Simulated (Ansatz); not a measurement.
## WC: enthalpy against pressure

WC, P-6m2, a = 2.898 Å, c = 2.828 Å. Ansatz: PBEsol, PAW, 420 eV, Γ-centred 18×18×14 mesh on 2 atoms, Gaussian smearing 0.10 eV; no spin polarisation. Cell and atoms are relaxed at each pressure, and no other structure is tried, so the rows at high pressure may lie past a change of phase. y is the enthalpy over the state at zero pressure; there V0 = 10.287 Å³/atom. The pressures are the targets, met within 0.03 GPa.

```tsv
P (GPa)	y (eV/atom)
-1.0	-0.0643
0.0	0.0000
1.0	0.0641
4.0	0.2556
12.0	?
25.0	1.5602
50.0	3.0450
90.0	5.2997
```

Task: Fit y = c1 P + c2 P² + c3 P³ to the other rows, say what c1 and c2 mean, and predict the missing value.

Result: Least squares on the rows shown. y = 0.064123 P − 7.2319×10⁻⁵ P² + 1.5701×10⁻⁷ P³. Since dH/dP = V, c1 is V0: 0.064123 eV/GPa × 160.2 = 10.273 Å³ against 10.287; c2 = −V0/(2B0) gives B0 = 443 GPa, where a Birch–Murnaghan fit to the volumes of the same runs (not shown) gives 407 GPa: a cubic over this range folds the higher terms into c2. At P = 12.0 the fit asked for gives 0.7593 eV/atom. The run gave 0.7595 eV/atom, so the fit is 0.0002 eV/atom too low, within twice the rms miss on the fitted rows (0.0001 eV/atom).

The mesh isn't the same in all rows (18×18×14, 18×18×16). Spin–orbit coupling is left out, which can shift energies with elements as heavy as these.